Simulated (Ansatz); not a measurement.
A run of Ansatz 0.2.0 is set up as follows.

File input.yaml:

```yaml
crystal:
  lattice:
    - [-1.4145745, 1.39290955, 1.39215747]
    - [1.44298028, -1.37512715, 1.40278084]
    - [1.4112696, 1.37182225, -1.37437506]
  atoms:
    - { symbol: Co, position: [0.0, 0.0, 0.0], spin: 1.0 }
hamiltonian:
  xc: pbe
  pseudopotentials: { kind: paw }
magnetization:
  spin_polarized: true
  initial_magnetization: 1.0
  spin_locking: { lock_magnetization: hard }
kpoints:
  mp_grid: { grid: [11, 11, 11] }
scf:
  occupations: { method: fermi_dirac, width: 0.05 }
  lower_state_search: "off"
output:
  forces: true
  stress: true
  eigenvalues: true
```

Potentials or basis: Ansatz PAW.

The run is started by

```bash
$ ansatz run input.yaml --threads 2 --pin off --max-ram 5632MiB --backend cpu --events-out ev --progress --plain --runs-dir out
```

Task: Predict the pressure.

Result: -6.3 GPa.

Stress tensor (GPa, compression positive):
```
-3.52  0.47 -3.17
 0.47 -8.24 -1.83
-3.17 -1.83 -7.12
```

Caveat: the total moment is fixed, so each spin has its own Fermi level; the thresholds are loose for stress.
